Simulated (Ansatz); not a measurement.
A plane-wave DFT run in Ansatz 0.2.0 (scalar-relativistic PAW potentials unless the input names others): input and command.

```yaml
crystal:
  lattice:
    - [0.0, 2.6925395486, 2.6925395486]
    - [2.6925395486, 0.0, 2.6925395486]
    - [2.6925395486, 2.6925395486, 0.0]
  atoms:
    - { symbol: Zn, position: [0.0, 0.0, 0.0] }
    - { symbol: Se, position: [0.75, 0.75, 0.75] }
basis:
  ecutwfc: 420
kpoints:
  mp_grid: { grid: [8, 8, 8] }
hamiltonian:
  xc: pbesol
scf:
  occupations: { method: fixed }
  max_iter: 60
output:
  forces: true
  eigenvalues: true
  stress: true
```

```bash
ansatz run input.yaml --threads 1 --pin off --max-ram 2560MiB --backend cpu --events-out ev --progress --plain --runs-dir out
```

Abridged log:
```
Basis set: ecut = 420 eV, 749 PW (Γ), exchange–correlation on 54×54×54 points (8 copies of the dense FFT grid, shifted against one another)
Bands: 18, of which v1, the nominal top of the filled ones, is band 14 counted from 1 (13 counted from 0)
Symmetry: 24 space group operations
k-points: 29 of 512 (time reversal used)
SCF iter   1: F=—  HF=-8706.270125 eV  |F-HF|=—  |Δ(HF+E_count)|=         —  Δρ=4.34e-3  dr2=5.83e-3  ethr=1.77e-3  ⟨swp⟩=4.9  Hψ=2409  notcnv=0  defer=49
SCF iter   2: F=—  HF=-8706.267966 eV  |F-HF|=—  |Δ(HF+E_count)|=   2.16e-3  Δρ=1.26e-3  dr2=4.31e-4  ethr=2.08e-5  ⟨swp⟩=2.2  Hψ=1064  notcnv=0  defer=53
SCF iter   3: F=—  HF=-8706.267773 eV  |F-HF|=—  |Δ(HF+E_count)|=   1.92e-4  Δρ=9.38e-4  dr2=1.86e-4  ethr=1.54e-6  ⟨swp⟩=2.0  Hψ=817  notcnv=0  defer=53
SCF iter   4: F=—  HF=-8706.267743 eV  |F-HF|=—  |Δ(HF+E_count)|=   3.04e-5  Δρ=4.11e-4  dr2=3.53e-5  ethr=6.63e-7  ⟨swp⟩=2.3  Hψ=683  notcnv=0  defer=11
SCF iter   5: F=—  HF=-8706.267747 eV  |F-HF|=—  |Δ(HF+E_count)|=   4.56e-6  Δρ=8.93e-5  dr2=1.67e-6  ethr=1.26e-7  ⟨swp⟩=2.0  Hψ=664  notcnv=0
SCF iter   6: F=-8706.267748 eV  HF=-8706.267748 eV  |F-HF|=4.14e-9  |Δ(HF+E_count)|=   1.84e-7  Δρ=1.05e-5  dr2=2.22e-8  ethr=3.57e-10  ⟨swp⟩=5.9  Hψ=2842  notcnv=0
SCF 1 converged in 6 iterations: F = -8706.267748 eV  dr2 = 2.22e-8
SCF converged after 6 iterations
Free energy (F): -8706.267748 eV
Harris-Foulkes:  -8706.267748 eV  (|F-HF|=4.14e-9)
Internal energy: -8706.267748 eV  (E = F + TS)
E sigma→0 (E₀):  -8706.267748 eV
Fermi energy:    8.941959 eV
--- Forces (eV/Å), atoms counted from 1 ---
  atom   1  Zn     0.00000000     0.00000000     0.00000000
  atom   2  Se     0.00000000     0.00000000     0.00000000
--- Stress (GPa, compression-positive) ---
       11.987352       0.000000       0.000000
        0.000000      11.987352       0.000000
        0.000000       0.000000      11.987352
  P = ⅓ Tr σ = 11.9874 GPa (119.874 kbar)
```

One setting here is unusual or wrong in general: fixed occupations typed without regard to the gap (scf.occupations: {"method": "gaussian", "width": 0.02} → {"method": "fixed"}). For this cell it did little harm to the result: the run converged in 6 SCF iterations with an energy at zero smearing within 0.01 meV/atom of the reference's, pressure 11.99 GPa, largest force 0.000 eV/Å, gap on the mesh 1.80 eV. A reference run on usual settings, whose relaxation ended at this geometry, converged, and the end of its own relaxation has pressure 11.99 GPa, largest force 0.000 eV/Å, gap on the mesh 1.80 eV (its cell was held, or driven to that pressure on purpose).

The run took 2.2 s on 1 thread of Intel(R) Xeon(R) Platinum 8259CL CPU @ 2.50GHz (Skylake/Cascade Lake), on a shared host, peak memory 0.36 GiB.